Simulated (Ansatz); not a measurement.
## MgS (wurtzite) under strain

Wurtzite MgS, relaxed with r2SCAN in the plane-wave code Ansatz. Space group P6_3mc (No. 186), hexagonal; a = 4.029 Å, c = 6.454 Å in the conventional setting, 22.68 Å³ an atom. Mg has 4 S at 2.45–2.46 Å; S has 4 Mg at 2.45–2.46 Å.

The axes x, y and z are those of this cell:
```
Mg S
1.0
     4.02863    0.00000    0.00000
    -2.01431    3.48889    0.00000
     0.00000    0.00000    6.45439
Mg S
2 2
Direct
  0.33333 0.66667 0.99713
  0.66667 0.33333 0.49713
  0.33333 0.66667 0.37787
  0.66667 0.33333 0.87787
```

Unstrained: The PBE gap is direct at Γ: 3.473 eV. With r2SCAN the gap is 4.148 eV and direct, at Γ. With HSE06 the gap is 4.533 eV and direct, at Γ. Meshes: PBE 12×12×4, r2SCAN 12×12×4, HSE06 6×6×4. Strains are changes of length per length, and xy shears are angles. After each strain the atoms were relaxed again with r2SCAN within the symmetry that the strain leaves, so tilts or polar shifts that break it weren't tested; points keep the names that they have in the unstrained zone. Values at 0 K without nuclear motion; spin polarisation is off, and the phase may be a hypothetical one.

Changes of the least gap in eV (an overlap counts as a negative gap):
```
                                                      strain  volume change (%)  space group     PBE  r2SCAN   HSE06  energy rise, r2SCAN (meV/atom)
                                     uniaxial +0.5 % along z               +0.5       P6_3mc  -0.007  -0.009  -0.008                             0.1
                 xy shear, engineering strain (angle) +3.0 %                0.0         P2_1  -0.004  -0.004  -0.005                             1.3
epitaxial -4.0 % in the xy plane, free normal strain +3.61 %               -4.5       P6_3mc  +0.063  +0.067  +0.073                            24.1
```

Uniaxial +0.5 % along z, other directions held. HSE06: the gap goes from 4.533 to 4.525 eV (-0.008 eV). Stress change with r2SCAN, compression positive: xx -0.21, yy -0.21, zz -0.44 GPa.

Xy shear, engineering strain (angle) +3.0 %. HSE06: the gap goes from 4.533 to 4.528 eV (-0.005 eV). Stress change with r2SCAN, compression positive: xx -0.04, yy +0.03, zz -0.03, xy -0.61 GPa.

Epitaxial -4.0 % in the xy plane, free normal strain +3.61 %. HSE06: the gap goes from 4.533 to 4.606 eV (+0.073 eV). Stress change with r2SCAN, compression positive: xx +4.45, yy +4.45, zz -0.01 GPa.

The meshes of the hybrids are coarse, so their gaps aren't converged to the digits shown.
